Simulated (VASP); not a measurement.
**CdO (Monteponite): relaxation of cell and atoms with r2SCAN**

CdO (Monteponite):

```xyz
2
Lattice="0.0000 2.3610 2.3610 2.3610 0.0000 2.3610 2.3610 2.3610 0.0000" Properties=species:S:1:pos:R:3 pbc="T T T"
Cd    0.0000    0.0000    0.0000
O     2.3610    2.3610    2.3610
```

```yaml
Program: VASP 6.6.1
Task: relaxation of cell and atoms
Functional: r2SCAN
Potentials_or_basis: VASP PAW PBE potentials, release 64 (Cd, O)
Cutoff: 600 eV
k_mesh: 12 × 12 × 12
Occupations: gaussian, width 0.03 eV
Spin: no spin polarisation
Further_INCAR_settings: ALGO = Normal; EDIFF = 1e-07; IBRION = 2; EDIFFG = -0.005; NSW = 90; ISIF = 3
```

| Quantity | Value |
| --- | --- |
| Pressure after relaxing | 0.0 GPa |
| Band gap on the k mesh | 0.04 eV, indirect (least direct gap 1.34 eV) |

Final structure:
```cif
data_structure
_symmetry_space_group_name_H-M 'P 1'
_symmetry_Int_Tables_number 1
_cell_length_a 3.3390
_cell_length_b 3.3390
_cell_length_c 3.3390
_cell_angle_alpha 60.000
_cell_angle_beta 60.000
_cell_angle_gamma 60.000
_cell_volume 26.32
loop_
_atom_site_label
_atom_site_type_symbol
_atom_site_fract_x
_atom_site_fract_y
_atom_site_fract_z
_atom_site_occupancy
Cd1 Cd 0.00000 0.00000 0.00000 1
O1 O 0.50000 0.50000 0.50000 1
```

Levels at points of the mesh, in eV from the valence-band top:
```tsv
k point	band 7	band 8	band 9	band 10	band 11	band 12
(0.00, 0.00, 0.00)	-1.30	-1.30	-1.30	0.04	15.68	17.66
(0.50, 0.00, 0.00)	-3.79	0.00	0.00	5.06	7.92	12.74
(0.50, 0.50, 0.00)	-4.23	-2.26	-2.26	4.50	9.26	11.72
```

Run time: 2.6 min on 1 thread of AMD EPYC 7R13 Processor (Zen 3), on a shared host, peak memory 0.16 GiB.

Caveat: the relaxation stopped at its first step, so nothing moved; the PAW data sets were made with another functional, which shifts forces and pressure a little. A k mesh can miss the band edges.
